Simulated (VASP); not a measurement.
# Te2Mo (P6_3/mmc) in VASP: a series of runs, part 2 of 2

VASP 6.6.1. Earlier steps stand in the parts before.

## (4) Relaxation of cell and atoms, PBE+D3(BJ)

File INCAR:

```
SYSTEM = Te2Mo
PREC = Accurate
ENCUT = 600
EDIFF = 1E-6
ISMEAR = 0
SIGMA = 0.03
LREAL = .False.
LASPH = .True.
NELM = 80
ALGO = Normal
ISIF = 3
LWAVE = .False.
LCHARG = .False.
GGA = PE
IVDW = 12
IBRION = 2
NSW = 90
EDIFFG = -0.01
KPAR = 2
```

File KPOINTS:

```
regular mesh
0
Gamma
  9 9 2
  0 0 0
```

File POSCAR:

```
Te2Mo
1.0
    3.5182000000      0.0000000000      0.0000000000
   -1.7591000000      3.0468505800      0.0000000000
    0.0000000000      0.0000000000     13.9736000000
Te Mo
4 2
Direct
    0.3333333300      0.6666666700      0.6210000000
    0.6666666700      0.3333333300      0.1210000000
    0.3333333300      0.6666666700      0.8790000000
    0.6666666700      0.3333333300      0.3790000000
    0.3333333300      0.6666666700      0.2500000000
    0.6666666700      0.3333333300      0.7500000000
```

The run is started by

```console
$ cat potpaw_PBE.64/Te/POTCAR potpaw_PBE.64/Mo_sv/POTCAR > POTCAR
$ mpirun -np 2 vasp_std > vasp.out
```

It took 6.6 min on 2 MPI ranks of Intel Xeon 6975P-C (Granite Rapids), shared host; peak memory 0.34 GiB.

Results (log left out):

- Free energy: -39.2317 eV
- Relaxed volume: 24.15 Å³/atom
- Relaxed cell: a = 3.496 Å, b = 3.496 Å, c = 13.695 Å, α = 90.00°, β = 90.00°, γ = 120.00°
- Space group after relaxing (to 0.05 Å): P6_3/mmc (No. 194)
- Energy gained by relaxing: 4.2 meV/atom
- Ionic steps: 11
- Pressure after relaxing: 0.0 GPa
- Band gap on the k mesh: 0.67 eV, indirect (least direct gap 1.03 eV)
- Dispersion energy per atom: -0.554 eV

Forces in eV/Å, atoms in the order of the input:
```
Te   0.000  0.000 -0.003
Te   0.000  0.000 -0.003
Te   0.000  0.000  0.003
Te   0.000  0.000  0.003
Mo   0.000  0.000  0.000
Mo   0.000  0.000  0.000
```

Step by step:
| step | energy change (eV) | largest force (eV/Å) | pressure (GPa) | volume (Å³) |
| --- | --- | --- | --- | --- |
| 1 | 0.0000 | 0.1801 | -0.57 | 149.79 |
| 2 | -0.0099 | 0.1782 | 0.16 | 147.87 |
| 3 | -0.0107 | 0.1781 | 0.42 | 147.15 |
| 4 | -0.0138 | 0.0444 | -0.52 | 147.26 |
| 5 | -0.0143 | 0.0147 | -0.27 | 147.23 |
| 6 | -0.0201 | 0.0146 | -0.19 | 146.48 |
| 7 | -0.0252 | 0.0122 | -0.01 | 145.13 |
| 8 | -0.0254 | 0.0108 | 0.04 | 144.86 |
| 9 | -0.0254 | 0.0111 | 0.03 | 144.91 |
| 10 | -0.0253 | 0.0169 | -0.11 | 144.97 |
| 11 | -0.0254 | 0.0027 | -0.01 | 144.93 |

Final structure:
```
Te Mo
1.0
     3.49569    0.00000    0.00000
    -1.74784    3.02735    0.00000
     0.00000    0.00000   13.69485
Te Mo
4 2
Direct
  0.33333 0.66667 0.61724
  0.66667 0.33333 0.11724
  0.33333 0.66667 0.88276
  0.66667 0.33333 0.38276
  0.33333 0.66667 0.25000
  0.66667 0.33333 0.75000
```

Levels at points of the mesh, in eV from the valence-band top:
| k point | band 23 | band 24 | band 25 | band 26 | band 27 | band 28 | band 29 | band 30 |
| --- | --- | --- | --- | --- | --- | --- | --- | --- |
| (0.00, 0.00, 0.00) | -1.01 | -1.01 | -0.17 | 0.00 | 2.87 | 2.87 | 3.06 | 3.06 |
| (0.00, 0.00, 0.50) | -1.04 | -1.04 | -0.05 | -0.05 | 2.91 | 2.91 | 2.91 | 2.91 |

Caveat: spin-orbit coupling is left out, which moves the levels of the heavy elements; an odd mesh through Γ misses points on the zone boundary, where band edges often lie.

## (5) Relaxation of cell and atoms, PBE+D3(BJ)

This run uses another cell than the first one, of 24.15 Å³/atom, 0.968 times its volume.

Edit INCAR of step 4 so:

```diff
@@ -3,3 +3,3 @@
 ENCUT = 600
-EDIFF = 1E-6
+EDIFF = 1E-7
 ISMEAR = 0
@@ -17,3 +17,3 @@
 NSW = 90
-EDIFFG = -0.01
+EDIFFG = -0.005
 KPAR = 2
```

KPOINTS is that of step 4.

File POSCAR:

```
Te2Mo                                   
1.0
    3.4956861320      0.0000000000      0.0000000000
   -1.7478430660      3.0273529983      0.0000000000
    0.0000000000     -0.0000000000     13.6948503991
  Te              Mo            
     4     2
Direct
     0.3333333300000021    0.6666666699999979    0.6172431572878241
     0.6666666699999979    0.3333333300000021    0.1172431572878242
     0.3333333300000021    0.6666666699999979    0.8827568427121759
     0.6666666699999979    0.3333333300000021    0.3827568427121757
     0.3333333300000021    0.6666666699999979    0.2500000000000000
     0.6666666699999979    0.3333333300000021    0.7500000000000000
```

Potentials or basis: VASP PAW PBE potentials, release 64 (Te, Mo_sv).

The run is started by

```console
$ cat potpaw_PBE.64/Te/POTCAR potpaw_PBE.64/Mo_sv/POTCAR > POTCAR
$ mpirun -np 2 vasp_std > vasp.out
```

OUTCAR:

```text
SYSTEM = Te2Mo
   PREC = Accurate
   ENCUT = 600
   EDIFF = 1E-7
   ISMEAR = 0
   LREAL = .False.
   LASPH = .True.
   NELM = 80
   ISIF = 3
   GGA = PE
   IVDW = 12
   IBRION = 2
   NSW = 90
   EDIFFG = -0.005
 IVDW          = 12

 ion  position               nearest neighbor table
   1  0.333  0.667  0.617-   6 2.72   6 2.72   6 2.72   3 3.64
   2  0.667  0.333  0.117-   5 2.72   5 2.72   5 2.72   4 3.64
   3  0.333  0.667  0.883-   6 2.72   6 2.72   6 2.72   1 3.64
   4  0.667  0.333  0.383-   5 2.72   5 2.72   5 2.72   2 3.64
   5  0.333  0.667  0.250-   2 2.72   4 2.72   2 2.72   4 2.72   2 2.72   4 2.72
   6  0.667  0.333  0.750-   1 2.72   3 2.72   1 2.72   3 2.72   1 2.72   3 2.72

  LATTYP: Found a hexagonal cell.
 ALAT       =     3.4956861320
 C/A-ratio  =     3.9176430269

  Lattice vectors:

 A1 = (   3.4956861320,   0.0000000000,   0.0000000000)
 A2 = (  -1.7478430660,   3.0273529983,   0.0000000000)
 A3 = (   0.0000000000,   0.0000000000,  13.6948503991)

Analysis of symmetry for initial positions (statically):
=====================================================================
 Subroutine PRICEL returns:
 Original cell was already a primitive cell.

 Routine SETGRP: Setting up the symmetry group for a
 hexagonal supercell.

 Subroutine GETGRP returns: Found 24 space group operations
 (whereof 12 operations were pure point group operations)
 out of a pool of 24 trial point group operations.

The static configuration has the point symmetry D_3d.
 The point group associated with its full space group is D_6h.

Analysis of symmetry for dynamics (positions and initial velocities):
=====================================================================
 Subroutine PRICEL returns:
 Original cell was already a primitive cell.

 Routine SETGRP: Setting up the symmetry group for a
 hexagonal supercell.

[... 134 lines left out ...]
  Fermi-wavevector in a.u.,A,eV,Ry     =   1.163300  2.198318 18.412310  1.353267
  Thomas-Fermi vector in A             =   2.299851
   LORBIT       =      0    0 simple, 1 ext, 2 COOP (PROOUT), +10 PAW based schemes
   GGA     = PE    functional components
   LHFCALC =     F    Hartree Fock is set to
   AEXX    =    0.0000 exact exchange contribution
   IVDW    =    12    specifies the selected vdW correction
   LEPSILON=     F    determine dielectric tensor
   LRPA    =     F    only Hartree local field effects (RPA)
 conjugate gradient relaxation of ions
 non-spin polarized calculation
 Gauss-broadening in eV      SIGMA  =   0.03
  energy-cutoff  :      600.00
  volume of cell :      144.93
 maximum number of plane-waves:      4874
 NGX is ok and might be reduce to    28
   NGX = 13   NGY = 13   NGZ = 55

 number of electron      51.9999998 magnetization

 Free energy of the ion-electron system (eV)
  ---------------------------------------------------
  ext. energy  EPLUGINS =         0.00000000
  ---------------------------------------------------
  free energy    TOTEN  =       -35.90392434 eV

  energy without entropy =      -35.90392434  energy(sigma->0) =      -35.90392434

 E-fermi :   8.8495     XC(G=0): -10.6463

 val. band max:        8.6430874087   @ k =   0.0000   0.0000   0.0000
 cond. band min:       9.3083326389   @ k =   0.2222   0.2222   0.0000
 fundamental gap:      0.6652452302
 Fermi energy:         8.8494682313

 k-point     1 :       0.0000    0.0000    0.0000
  band No.  band energies     occupation
      1     -52.2104      2.00000
      2     -52.2104      2.00000
      3     -26.3882      2.00000
      4     -26.3881      2.00000
      5     -26.2462      2.00000
      6     -26.2462      2.00000
[... 805 lines left out ...]
     30      10.1463      0.00000
     31      10.9988      0.00000

------------------------ aborting loop because EDIFF is reached ----------------------------------------

 Edisp (eV)   -3.32667

 E8    (eV) :    -1.5328

  FORCE on cell =-STRESS in cart. coord.  units (eV):
  Direction    XX          YY          ZZ          XY          YZ          ZX
  --------------------------------------------------------------------------------------
  -------------------------------------------------------------------------------------
  Total      -0.02194    -0.02194    -0.00291     0.00000     0.00000     0.00000
  in kB      -0.24255    -0.24255    -0.03222     0.00000     0.00000     0.00000
  external pressure =       -0.17 kB  Pullay stress =        0.00 kB

 VOLUME and BASIS-vectors are now :
 -----------------------------------------------------------------------------
  energy-cutoff  :      600.00
  volume of cell :      144.93
      direct lattice vectors                 reciprocal lattice vectors
     3.495686132  0.000000000  0.000000000     0.286066873  0.165160786  0.000000000
    -1.747843066  3.027352998  0.000000000     0.000000000  0.330321572  0.000000000
     0.000000000  0.000000000 13.694850399     0.000000000  0.000000000  0.073020148

 POSITION                                       TOTAL-FORCE (eV/Angst)
 -----------------------------------------------------------------------------------
     -0.00000      2.01824      8.45305        -0.000000     -0.000000     -0.003049
      1.74784      1.00912      1.60563         0.000000      0.000000     -0.003049
     -0.00000      2.01824     12.08922        -0.000000      0.000000      0.003049
      1.74784      1.00912      5.24180         0.000000      0.000000      0.003049
     -0.00000      2.01824      3.42371        -0.000000      0.000000      0.000000
      1.74784      1.00912     10.27114         0.000000     -0.000000      0.000000
 -----------------------------------------------------------------------------------
    total drift:                               -0.000014      0.000008     -0.000000

  FREE ENERGIE OF THE ION-ELECTRON SYSTEM (eV)
  ---------------------------------------------------
  free  energy   TOTEN  =       -39.2305893553 eV

  energy  without entropy=      -39.2305893553  energy(sigma->0) =      -39.23058936

 reached required accuracy - stopping structural energy minimisation
```

CONTCAR:

```text
Te2Mo
   1.00000000000000
     3.4956861319999999    0.0000000000000000    0.0000000000000000
    -1.7478430659999999    3.0273529983000000    0.0000000000000000
     0.0000000000000000    0.0000000000000000   13.6948503990999999
  Te              Mo
     4     2
Direct
     0.3333333300000021    0.6666666699999979    0.6172431572878239
     0.6666666699999979    0.3333333300000021    0.1172431572878239
     0.3333333300000021    0.6666666699999979    0.8827568427121761
     0.6666666699999979    0.3333333300000021    0.3827568427121761
     0.3333333300000021    0.6666666699999979    0.2500000000000000
     0.6666666699999979    0.3333333300000021    0.7500000000000000

  0.00000000E+00  0.00000000E+00  0.00000000E+00
  0.00000000E+00  0.00000000E+00  0.00000000E+00
  0.00000000E+00  0.00000000E+00  0.00000000E+00
  0.00000000E+00  0.00000000E+00  0.00000000E+00
  0.00000000E+00  0.00000000E+00  0.00000000E+00
  0.00000000E+00  0.00000000E+00  0.00000000E+00
```

It took 67 s on 2 MPI ranks of Intel Xeon 6975P-C (Granite Rapids), shared host; peak memory 0.32 GiB.

Results:

| Property | Result |
| --- | --- |
| Free energy | -39.2306 eV |
| Pressure after relaxing | 0.0 GPa |
| Largest force after relaxing | 0.003 eV/Å |
| Band gap on the k mesh | 0.67 eV, indirect (least direct gap 1.03 eV) |
| Dispersion energy per atom | -0.554 eV |

Forces in eV/Å, atoms in the order of the input:
```
Te   0.000  0.000 -0.003
Te   0.000  0.000 -0.003
Te   0.000  0.000  0.003
Te   0.000  0.000  0.003
Mo   0.000  0.000  0.000
Mo   0.000  0.000  0.000
```

Final structure:
```cif
data_structure
_symmetry_space_group_name_H-M 'P 1'
_symmetry_Int_Tables_number 1
_cell_length_a 3.4957
_cell_length_b 3.4957
_cell_length_c 13.6949
_cell_angle_alpha 90.000
_cell_angle_beta 90.000
_cell_angle_gamma 120.000
_cell_volume 144.93
loop_
_atom_site_label
_atom_site_type_symbol
_atom_site_fract_x
_atom_site_fract_y
_atom_site_fract_z
_atom_site_occupancy
Te1 Te 0.33333 0.66667 0.61724 1
Te2 Te 0.66667 0.33333 0.11724 1
Te3 Te 0.33333 0.66667 0.88276 1
Te4 Te 0.66667 0.33333 0.38276 1
Mo1 Mo 0.33333 0.66667 0.25000 1
Mo2 Mo 0.66667 0.33333 0.75000 1
```

Caveat: the relaxation stopped at its first step, so nothing moved; spin-orbit coupling is left out, which moves the levels of the heavy elements; an odd mesh through Γ misses points on the zone boundary, where band edges often lie.
